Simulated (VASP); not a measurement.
# BAs (F-43m) in VASP: notebook

The runs below take BAs through single point, relaxation of cell and atoms, with LDA, PBE, PBE+D4, HSE06.

All numbers are computed with VASP 6.6.1; they aren't measurements. Logs are shortened: lines on timing, memory, paths and dates and some standing lists are left out, and cuts for length are marked.

### Step 1. The crystal as given

Symmetry: F-43m, No. 216, cubic system. Conventional cell: a = 4.777 Å, b = 4.777 Å, c = 4.777 Å, α = 90.00°, β = 90.00°, γ = 90.00°. As (site symmetry -43m) is surrounded by 4 B at 2.07 Å. B (site symmetry -43m) is surrounded by 4 As at 2.07 Å.

### Step 2. Single point, LDA

The input, run.py:

```python
from ase.calculators.vasp import Vasp
from ase.dft.bandgap import bandgap
from ase.spacegroup import crystal

atoms = crystal(
    ['As', 'B'],
    basis=[[0.25, 0.25, 0.25], [0.0, 0.0, 0.0]],
    spacegroup=216,
    setting=1,
    cellpar=[4.777, 4.777, 4.777, 90.0, 90.0, 90.0],
    primitive_cell=True,
)
calc = Vasp(
    directory='calc',
    xc='lda',
    pp='LDA',
    setups='recommended',
    prec='Accurate',
    encut=520,
    ediff=1e-06,
    ismear=0,
    sigma=0.1,
    lreal=False,
    lasph=True,
    nelm=60,
    algo='Normal',
    isif=2,
    lwave=False,
    lcharg=False,
    kpts=[10, 10, 10],
    gamma=True,
    nbands=11,
)
atoms.calc = calc

print('energy (eV):', atoms.get_potential_energy())
print('free energy (eV):', atoms.get_potential_energy(force_consistent=True))
print('forces (eV/A):')
print(atoms.get_forces())
print('stress (eV/A^3, Voigt):', atoms.get_stress())
print('Fermi level (eV):', calc.get_fermi_level())
gap, top, bottom = bandgap(calc)
print('band gap (eV):', gap, 'from (spin, k, band)', top, 'to', bottom)
```

Potentials or basis: VASP PAW LDA potentials, release 64 (As, B).

Run with:

```console
$ python run.py
```

What it wrote:

```text
energy (eV): -12.92088565
free energy (eV): -12.92088565
forces (eV/A):
[[ 0.  0.  0.]
 [-0. -0. -0.]]
stress (eV/A^3, Voigt): [ 0.01926609  0.01926609  0.01926609  0.         -0.         -0.        ]
Fermi level (eV): 6.62709966
band gap (eV): 1.1219999999999999 from (spin, k, band) (0, np.int64(0), np.int64(3)) to (0, np.int64(27), np.int64(4))
```

OUTCAR:

```text
ENCUT = 520.000000
   EDIFF = 1.00e-06
   PREC = Accurate
   ISIF = 2
   ISMEAR = 0
   NELM = 60
   LASPH = .TRUE.
   LREAL = .FALSE.

 ion  position               nearest neighbor table
   1  0.250  0.250  0.250-   2 2.07   2 2.07   2 2.07   2 2.07
   2  0.000  0.000  0.000-   1 2.07   1 2.07   1 2.07   1 2.07

  LATTYP: Found a face centered cubic cell.
 ALAT       =     4.7770000000

  Lattice vectors:

 A1 = (   0.0000000000,   2.3885000000,   2.3885000000)
 A2 = (   2.3885000000,   0.0000000000,   2.3885000000)
 A3 = (   2.3885000000,   2.3885000000,   0.0000000000)

Analysis of symmetry for initial positions (statically):
=====================================================================
 Subroutine PRICEL returns:
 Original cell was already a primitive cell.

 Routine SETGRP: Setting up the symmetry group for a
 face centered cubic supercell.

 Subroutine GETGRP returns: Found 24 space group operations
 (whereof 24 operations were pure point group operations)
 out of a pool of 48 trial point group operations.

The static configuration has the point symmetry T_d .

Analysis of symmetry for dynamics (positions and initial velocities):
=====================================================================
 Subroutine PRICEL returns:
 Original cell was already a primitive cell.

 Routine SETGRP: Setting up the symmetry group for a
 face centered cubic supercell.

 Subroutine GETGRP returns: Found 24 space group operations
 (whereof 24 operations were pure point group operations)
 out of a pool of 48 trial point group operations.

The dynamic configuration has the point symmetry T_d .

 Subroutine INISYM returns: Found 24 space group operations
 (whereof 24 operations are pure point group operations),
 and found     1 'primitive' translations

----------------------------------------------------------------------------------------

                                     Primitive cell

  volume of cell :      27.2525

  direct lattice vectors                    reciprocal lattice vectors
     0.000000000  2.388500000  2.388500000    -0.209336404  0.209336404  0.209336404
     2.388500000  0.000000000  2.388500000     0.209336404 -0.209336404  0.209336404
     2.388500000  2.388500000  0.000000000     0.209336404  0.209336404 -0.209336404

  length of vectors
     3.377849094  3.377849094  3.377849094     0.362581287  0.362581287  0.362581287

  position of ions in fractional coordinates (direct lattice)
     0.250000000  0.250000000  0.250000000
     0.000000000  0.000000000  0.000000000

  ion indices of the primitive-cell ions
   primitive index   ion index
                 1           1
                 2           2

----------------------------------------------------------------------------------------

 KPOINTS: KPOINTS created by Atomic Simulation Env

Automatic generation of k-mesh.
 Grid dimensions read from file:
 generate k-points for:   10   10   10

 Generating k-lattice:

  Cartesian coordinates                     Fractional coordinates (reciprocal lattice)
    -0.020933640  0.020933640  0.020933640     0.100000000  0.000000000  0.000000000
     0.020933640 -0.020933640  0.020933640     0.000000000  0.100000000  0.000000000
     0.020933640  0.020933640 -0.020933640     0.000000000  0.000000000  0.100000000

  Length of vectors
     0.036258129  0.036258129  0.036258129

  Shift w.r.t. Gamma in fractional coordinates (k-lattice)
     0.000000000  0.000000000  0.000000000

 Subroutine IBZKPT returns following result:
 ===========================================

 Found     47 irreducible k-points:

 Following reciprocal coordinates:
            Coordinates               Weight
  0.000000  0.000000  0.000000      1.000000
  0.100000  0.000000  0.000000      8.000000
  0.200000  0.000000  0.000000      8.000000
  0.300000  0.000000  0.000000      8.000000
  0.400000  0.000000  0.000000      8.000000
  0.500000  0.000000  0.000000      4.000000
[... 39 lines left out ...]
 -0.300000  0.400000  0.200000     24.000000
 -0.300000  0.500000  0.200000     12.000000
   k-points           NKPTS =     47   k-points in BZ     NKDIM =     47   number of bands    NBANDS=     11
   number of dos      NEDOS =    301   number of ions     NIONS =      2
   total plane-waves  NPLWV =  21952
   dimension x,y,z NGX =    28 NGY =   28 NGZ =   28
   dimension x,y,z NGXF=    56 NGYF=   56 NGZF=   56
   ions per type =               1   1
   NGX,Y,Z   is equivalent  to a cutoff of  13.78, 13.78, 13.78 a.u.
   NGXF,Y,Z  is equivalent  to a cutoff of  27.56, 27.56, 27.56 a.u.
 SYSTEM =  unknown system
   PREC   = accura    normal or accurate (medium, high low for compatibility)
   ISTART =      0    job   : 0-new  1-cont  2-samecut
   ICHARG =      2    charge: 1-file 2-atom 10-const
   ISPIN  =      1    spin polarized calculation?
   LNONCOLLINEAR =      F non collinear calculations
   LSORBIT =      F    spin-orbit coupling
   LASPH  =      T    aspherical Exc in radial PAW
   ENCUT  =  520.0 eV  38.22 Ry    6.18 a.u.   6.28  6.28  6.28*2*pi/ulx,y,z
   NELM   =     60;   NELMIN=  2; NELMDL= -5     # of ELM steps
   EDIFF  = 0.1E-05   stopping-criterion for ELM
   LREAL  =      F    real-space projection
   EDIFFG = 0.1E-04   stopping-criterion for IOM
   NSW    =      0    number of steps for IOM
   IBRION =     -1    ionic relax: 0-MD 1-quasi-New 2-CG
   NFREE  =      0    steps in history (QN), initial steepest desc. (CG)
   ISIF   =      2    stress and relaxation
   ISYM   =      2    0-nonsym 1-usesym 2-fastsym
   POTIM  = 0.5000    time-step for ionic-motion
   TEBEG  =    0.0;   TEEND  =   0.0 temperature during run
   PSTRESS=    0.0 pullay stress
   NELECT =       8.0000    total number of electrons
   NUPDOWN=      -1.0000    fix difference up-down
   EMIN   =  10.00;   EMAX   =-10.00  energy-range for DOS
   EFERMI =   0.00;   METHOD = LEGACY
   ISMEAR =     0;   SIGMA  =   0.10  broadening in eV -4-tet -1-fermi 0-gaus
   EFERMI_NEDOS =   21; number of points for ismear=-14 and -15
   IALGO  =     38    algorithm
   IMIX   =      4    mixing-type and parameters
     AMIX     =   0.40;   BMIX     =  1.00
     AMIX_MAG =   1.60;   BMIX_MAG =  1.00
  volume/ion in A,a.u.               =      13.63        91.95
  Fermi-wavevector in a.u.,A,eV,Ry     =   1.088018  2.056057 16.106360  1.183784
  Thomas-Fermi vector in A             =   2.224191
   LORBIT       =      0    0 simple, 1 ext, 2 COOP (PROOUT), +10 PAW based schemes
   GGA     = CA    functional components
   LHFCALC =     F    Hartree Fock is set to
   AEXX    =    0.0000 exact exchange contribution
   IVDW    =     0    specifies the selected vdW correction
   LEPSILON=     F    determine dielectric tensor
   LRPA    =     F    only Hartree local field effects (RPA)
 non-spin polarized calculation
 Gauss-broadening in eV      SIGMA  =   0.10
  energy-cutoff  :      520.00
  volume of cell :       27.25
 maximum number of plane-waves:       754
 NGX is ok and might be reduce to    28
   NGX = 13   NGY = 13   NGZ = 13

 number of electron       8.0000000 magnetization

 Free energy of the ion-electron system (eV)
  ---------------------------------------------------
  ext. energy  EPLUGINS =         0.00000000
  ---------------------------------------------------
  free energy    TOTEN  =       -12.92088565 eV

  energy without entropy =      -12.92088565  energy(sigma->0) =      -12.92088565

 E-fermi :   6.6271     XC(G=0): -10.7840

 val. band max:        6.1568774457   @ k =   0.0000   0.0000   0.0000
 cond. band min:       7.2789411621   @ k =   0.4000   0.4000   0.0000
 fundamental gap:      1.1220637163
 Fermi energy:         6.6270996609

 k-point     1 :       0.0000    0.0000    0.0000
  band No.  band energies     occupation
      1      -9.2197      2.00000
      2       6.1569      2.00000
      3       6.1569      2.00000
      4       6.1569      2.00000
      5       9.4062      0.00000
      6       9.4062      0.00000
      7       9.4062      0.00000
      8      10.8495      0.00000
      9      15.5133      0.00000
     10      19.1895      0.00000
     11      19.1895      0.00000

 k-point     2 :       0.1000    0.0000    0.0000
  band No.  band energies     occupation
      1      -9.0560      2.00000
      2       4.7692      2.00000
      3       5.8555      2.00000
      4       5.8555      2.00000
      5       9.5470      0.00000
      6       9.8019      0.00000
      7       9.8019      0.00000
      8      11.7084      0.00000
      9      16.1570      0.00000
     10      18.0579      0.00000
     11      18.0579      0.00000

 k-point     3 :       0.2000    0.0000    0.0000
  band No.  band energies     occupation
      1      -8.5733      2.00000
      2       2.4111      2.00000
      3       5.2820      2.00000
      4       5.2820      2.00000
      5       9.3422      0.00000
      6      10.5154      0.00000
      7      10.5154      0.00000
      8      13.2789      0.00000
      9      17.1720      0.00000
     10      17.3235      0.00000
     11      17.3235      0.00000
[... 491 lines left out ...]
 k-point    39 :      -0.3000    0.3000    0.1000
  band No.  band energies     occupation
      1      -5.8027      2.00000
      2      -1.5453      2.00000
      3       0.7835      2.00000
      4       3.0030      2.00000
      5       9.8599      0.00000
      6      11.7712      0.00000
      7      13.4040      0.00000
      8      15.1978      0.00000
      9      16.1772      0.00000
     10      19.0343      0.00000
     11      22.2108      0.00000

 k-point    40 :      -0.2000    0.3000    0.1000
  band No.  band energies     occupation
      1      -6.6114      2.00000
      2      -0.4616      2.00000
      3       1.1440      2.00000
      4       3.6147      2.00000
      5      10.2480      0.00000
      6      11.3518      0.00000
      7      12.3300      0.00000
      8      14.3064      0.00000
      9      17.0339      0.00000
     10      18.8094      0.00000
     11      21.7769      0.00000

 [... further k-points ...]
[... 5 lines left out ...]
  --------------------------------------------------------------------------------------
  -------------------------------------------------------------------------------------
  Total       -0.5250482     -0.5250482     -0.5250482      0.0000000     -0.0000000      0.0000000
  in kB      -30.8676844    -30.8676844    -30.8676844      0.0000000     -0.0000000      0.0000000
  external PRESSURE =     -30.8676844 kB  Pullay stress =       0.0000000 kB

 VOLUME and BASIS-vectors are now :
 -----------------------------------------------------------------------------
  energy-cutoff  :      520.00
  volume of cell :       27.25
      direct lattice vectors                 reciprocal lattice vectors
     0.000000000  2.388500000  2.388500000    -0.209336404  0.209336404  0.209336404
     2.388500000  0.000000000  2.388500000     0.209336404 -0.209336404  0.209336404
     2.388500000  2.388500000  0.000000000     0.209336404  0.209336404 -0.209336404

 POSITION                                       TOTAL-FORCE (eV/Angst)
 -----------------------------------------------------------------------------------
      1.19425      1.19425      1.19425         0.000000      0.000000      0.000000
      0.00000      0.00000      0.00000        -0.000000     -0.000000     -0.000000
 -----------------------------------------------------------------------------------
    total drift:                               -0.000000     -0.000000     -0.000000

  FREE ENERGIE OF THE ION-ELECTRON SYSTEM (eV)
  ---------------------------------------------------
  free  energy   TOTEN  =       -12.9208856522 eV

  energy  without entropy=      -12.9208856522  energy(sigma->0) =      -12.92088565
```

INCAR:

```text
ENCUT = 520.000000
SIGMA = 0.100000
EDIFF = 1.00e-06
ALGO = Normal
PREC = Accurate
ISIF = 2
ISMEAR = 0
NBANDS = 11
NELM = 60
LASPH = .TRUE.
LCHARG = .FALSE.
LWAVE = .FALSE.
LREAL = .FALSE.
```

It took 26 s on 1 thread of Intel Xeon Platinum 8375C at 2.90GHz (Ice Lake), shared host; peak memory 0.14 GiB.

Results:

| Property | Result |
| --- | --- |
| Free energy | -12.9209 eV |
| Pressure | -3.1 GPa |
| Band gap on the k mesh | 1.12 eV, indirect (least direct gap 3.25 eV) |

Levels at points of the mesh, in eV from the valence-band top:
| k point | band 1 | band 2 | band 3 | band 4 | band 5 | band 6 | band 7 | band 8 |
| --- | --- | --- | --- | --- | --- | --- | --- | --- |
| (0.00, 0.00, 0.00) | -15.38 | 0.00 | 0.00 | 0.00 | 3.25 | 3.25 | 3.25 | 4.69 |
| (0.50, 0.00, 0.00) | -12.52 | -8.76 | -1.82 | -1.82 | 2.69 | 4.75 | 4.75 | 8.69 |
| (0.50, 0.50, 0.00) | -11.24 | -8.43 | -4.08 | -4.08 | 1.34 | 1.41 | 11.23 | 11.23 |

A k mesh can miss the band edges.

### Step 3. Single point, PBE

The input, INCAR:

```
ALGO = Normal
EDIFF = 1E-6
ENCUT = 520
GGA = PE
ISIF = 2
ISMEAR = 0
LASPH = T
LCHARG = T
LELF = T
LREAL = F
LVHAR = T
LWAVE = F
NELM = 80
PREC = Accurate
SIGMA = 0.015
```

The input, KPOINTS:

```
k-points
0
Gamma
  10 10 10
```

The input, POSCAR:

```
BAs
1.0
    0.0000000000      2.3885000000      2.3885000000
    2.3885000000      0.0000000000      2.3885000000
    2.3885000000      2.3885000000      0.0000000000
As B
1 1
Direct
    0.7500000000      0.7500000000      0.7500000000
    0.0000000000      0.0000000000      0.0000000000
```

Potentials or basis: VASP PAW PBE potentials, release 64 (As, B).

Run with:

```console
$ cat potpaw_PBE.64/As/POTCAR potpaw_PBE.64/B/POTCAR > POTCAR
$ mpirun -np 1 vasp_std > vasp.out
```

OUTCAR:

```text
EDIFF = 1E-6
   ENCUT = 520
   GGA = PE
   ISIF = 2
   ISMEAR = 0
   LASPH = T
   LREAL = F
   NELM = 80
   PREC = Accurate

 ion  position               nearest neighbor table
   1  0.750  0.750  0.750-   2 2.07   2 2.07   2 2.07   2 2.07
   2  0.000  0.000  0.000-   1 2.07   1 2.07   1 2.07   1 2.07

  LATTYP: Found a face centered cubic cell.
 ALAT       =     4.7770000000

  Lattice vectors:

 A1 = (   0.0000000000,   2.3885000000,   2.3885000000)
 A2 = (   2.3885000000,   0.0000000000,   2.3885000000)
 A3 = (   2.3885000000,   2.3885000000,   0.0000000000)

Analysis of symmetry for initial positions (statically):
=====================================================================
 Subroutine PRICEL returns:
 Original cell was already a primitive cell.

 Routine SETGRP: Setting up the symmetry group for a
 face centered cubic supercell.

 Subroutine GETGRP returns: Found 24 space group operations
 (whereof 24 operations were pure point group operations)
 out of a pool of 48 trial point group operations.

The static configuration has the point symmetry T_d .

[... 181 lines left out ...]

  energy without entropy =      -11.40640281  energy(sigma->0) =      -11.40640281

 E-fermi :   6.2699     XC(G=0): -10.5843

 val. band max:        6.1262630970   @ k =   0.0000   0.0000   0.0000
 cond. band min:       7.3017478802   @ k =   0.4000   0.4000   0.0000
 fundamental gap:      1.1754847833
 Fermi energy:         6.2698570774

 k-point     1 :       0.0000    0.0000    0.0000
  band No.  band energies     occupation
      1      -9.2749      2.00000
      2       6.1263      2.00000
      3       6.1263      2.00000
      4       6.1263      2.00000
      5       9.4028      0.00000
      6       9.4028      0.00000
      7       9.4028      0.00000
      8      10.8130      0.00000
[... 419 lines left out ...]
 k-point    40 :      -0.2000    0.3000    0.1000
  band No.  band energies     occupation
      1      -6.6530      2.00000
      2      -0.5430      2.00000
      3       1.1148      2.00000
      4       3.5824      2.00000
      5      10.2717      0.00000
      6      11.3533      0.00000
      7      12.3776      0.00000
      8      14.3419      0.00000

 [... further k-points ...]
[... 5 lines left out ...]
  --------------------------------------------------------------------------------------
  -------------------------------------------------------------------------------------
  Total        0.5827603      0.5827603      0.5827603      0.0000000      0.0000000      0.0000000
  in kB       34.2605905     34.2605905     34.2605905      0.0000000      0.0000000      0.0000000
  external PRESSURE =      34.2605905 kB  Pullay stress =       0.0000000 kB

 VOLUME and BASIS-vectors are now :
 -----------------------------------------------------------------------------
  energy-cutoff  :      520.00
  volume of cell :       27.25
      direct lattice vectors                 reciprocal lattice vectors
     0.000000000  2.388500000  2.388500000    -0.209336404  0.209336404  0.209336404
     2.388500000  0.000000000  2.388500000     0.209336404 -0.209336404  0.209336404
     2.388500000  2.388500000  0.000000000     0.209336404  0.209336404 -0.209336404

 POSITION                                       TOTAL-FORCE (eV/Angst)
 -----------------------------------------------------------------------------------
      3.58275      3.58275      3.58275         0.000000      0.000000      0.000000
      0.00000      0.00000      0.00000        -0.000000     -0.000000     -0.000000
 -----------------------------------------------------------------------------------
    total drift:                                0.000000      0.000000      0.000000

  FREE ENERGIE OF THE ION-ELECTRON SYSTEM (eV)
  ---------------------------------------------------
  free  energy   TOTEN  =       -11.4064028129 eV

  energy  without entropy=      -11.4064028129  energy(sigma->0) =      -11.40640281
```

Wall time 22 s (1 thread of Intel Xeon Platinum 8375C at 2.90GHz (Ice Lake), shared host); peak memory 0.15 GiB.

Results:

| Item | Value |
| --- | --- |
| Free energy | -11.4064 eV |
| Pressure | 3.4 GPa |
| Band gap on the k mesh | 1.18 eV, indirect (least direct gap 3.28 eV) |

Levels at points of the mesh, in eV from the valence-band top:
| k point | band 1 | band 2 | band 3 | band 4 | band 5 | band 6 | band 7 | band 8 |
| --- | --- | --- | --- | --- | --- | --- | --- | --- |
| (0.00, 0.00, 0.00) | -15.40 | 0.00 | 0.00 | 0.00 | 3.28 | 3.28 | 3.28 | 4.69 |
| (0.50, 0.00, 0.00) | -12.53 | -8.79 | -1.82 | -1.82 | 2.69 | 4.78 | 4.78 | 8.86 |
| (0.50, 0.50, 0.00) | -11.21 | -8.53 | -4.08 | -4.08 | 1.43 | 1.44 | 11.37 | 11.37 |

[end of part 1 of 2]
